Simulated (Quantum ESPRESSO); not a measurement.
## Ag under changes of volume

One of the cells (17.048 Å³/atom); the others are scaled copies at fixed shape and fractional positions:

```
Ag
1.0
     0.00000    2.04275    2.04275
     2.04275    0.00000    2.04275
     2.04275    2.04275    0.00000
Ag
1
Cartesian
  0.0000 0.0000 0.0000
```

```yaml
Program: Quantum ESPRESSO 7.5
Functional: PBEsol
Potentials_or_basis: PseudoDojo 0.4 SR PBEsol stringent
Cutoff: 1116 eV
Density_cutoff: 4463 eV
k_mesh: 11 × 11 × 11
Occupations: fermi-dirac, width 0.05 eV
Spin: no spin polarisation
```

```csv
volume (Å³/atom),energy over the lowest point (meV/atom),pressure (GPa)
16.025,8.25,4.7
16.366,1.20,1.7
16.707,0.00,-0.8
17.048,3.91,-3.0
17.389,12.24,-5.0
17.730,?,?
18.071,39.74,-8.0
```

Q: What does the run at 17.730 Å³/atom give?

A: Energy over the lowest point 24.38 meV/atom; pressure -6.6 GPa.

Worked out: A Birch-Murnaghan fit of order 3 (a polynomial in V^(-2/3)) to the other rows has its minimum at 16.61 Å³/atom with B0 = V·E''(V) = 121 GPa and B' = 6.0. It gives 24.35 meV/atom at 17.730 Å³/atom, against the run's 24.38, and -dE/dV = -6.5 GPa, against -6.6.

Energies are extrapolated to zero smearing.
